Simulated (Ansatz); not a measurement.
# AlN under pressure: fit and missing row

AlN, P6_3mc, a = 3.107 Å, c = 4.979 Å. Ansatz: r2SCAN, PAW, 500 eV, Γ-centred 12×12×6 mesh on 4 atoms, Gaussian smearing 0.02 eV; no spin polarisation. Cell and atoms are relaxed at each pressure, and no other structure is tried; the real crystal is known to change phase within this range, so the rows at high pressure are metastable.

| V (Å³/atom) | P (GPa) |
| --- | --- |
| 8.526 | 60.00 |
| 9.272 | 29.98 |
| 9.765 | 14.98 |
| ? | 8.00 |
| 10.258 | 3.03 |
| 10.403 | 0.00 |
| 10.556 | -2.98 |

Task: Take V0 = 10.403 Å³/atom, fit the third-order Birch–Murnaghan form to the other rows, and predict the missing volume.

Result: With the Eulerian strain f = ½[(V0/V)^(2/3) − 1] and y = P/[3f(1 + 2f)^(5/2)], the form is the line y = B0 + 1.5 B0 (B0′ − 4) f. Rows (f, y): 0.07092, 202.4; 0.03988, 206.8; 0.02155, 208.5; 0.00470, 209.9; -0.00484, 210.3. Means f = 0.02644, y = 207.58; Σ(Δf)² = 0.003634, ΣΔfΔy = -0.3809; the slope is their ratio. y = 210.4 − 104.8 f GPa, so B0 = 210.4 GPa and B0′ = 4 + 2 × (-104.8)/(3 × 210.4) = 3.67. P = 8.00 GPa is met at f = 0.01202 (y = 209.14), so V = V0 (1 + 2f)^(−3/2) = 10.039 Å³/atom. The run gave 10.040 Å³/atom, so the fit is 0.001 Å³/atom too low, within the rms miss on the fitted rows (0.002 Å³/atom).

The bulk modulus of 210.4 GPa reflects a network of short, strong, polar-covalent Al–N bonds, in which compression soon meets steep repulsion. The crystal stiffens under pressure, but B0′ = 3.67 means slightly more slowly than a second-order Birch–Murnaghan solid. The fit residuals are not random: y lies below the line at both ends of the strain range and above it in the middle, and it falls more steeply between 29.98 and 60.00 GPa than between 14.98 and 29.98 GPa. B0′ is therefore an effective value for this range, not a clean zero-pressure derivative. The extra softening probably comes from wurtzite's freedom to change its axial ratio and internal parameter, so that bond angles bend and the layers flatten, which costs less than shortening bonds alone. The close match at 8.00 GPa supports the curve for interpolation, but it hardly tests B0′, because at such small strain the volume is governed almost entirely by V0 and B0.
